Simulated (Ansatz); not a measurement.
# Band structure of NaH

```
CELL_PARAMETERS angstrom
0.00000 2.44000 2.44000
2.44000 0.00000 2.44000
2.44000 2.44000 0.00000
ATOMIC_POSITIONS crystal
Na 0.00000 0.00000 0.00000
H 0.50000 0.50000 0.50000
```

Atoms are numbered in the order listed.

The cell is COD entry 9008680, as deposited and not checked against the literature; nothing was relaxed.

The calculation used DFT, PBE, all-electron LAPW, scalar-relativistic in Ansatz 0.2.0.

Settings: a Γ-centred 9×9×9 k mesh, Fermi–Dirac smearing of 0.03 eV, basis error target 1 meV/atom, no spin polarisation.

Points in fractions of the reciprocal vectors of this cell: Γ (0, 0, 0), X (0.5, 0, 0.5), U (0.625, 0.25, 0.625), K (0.375, 0.375, 0.75), L (0.5, 0.5, 0.5), W (0.5, 0.25, 0.75). The path joins them by straight lines in the order Γ–X–U–K–Γ–L–W–X; legs that retrace an earlier one aren't tabulated. Energies are in eV from the top of the valence band.

(1) Is there a gap, and where are the band edges?

(2) List the levels between -8 and 6 eV at the symmetry points.

Results:

(1) 3.71 eV, indirect from W (0.5, 0.25, 0.75) to L (0.5, 0.5, 0.5).

(2) 
Γ: -3.53
X: -0.17, 4.58
U: -0.11, 5.26
K: -0.11, 5.26
L: -0.84, 3.71
W: 0.00, 5.96 (×2)
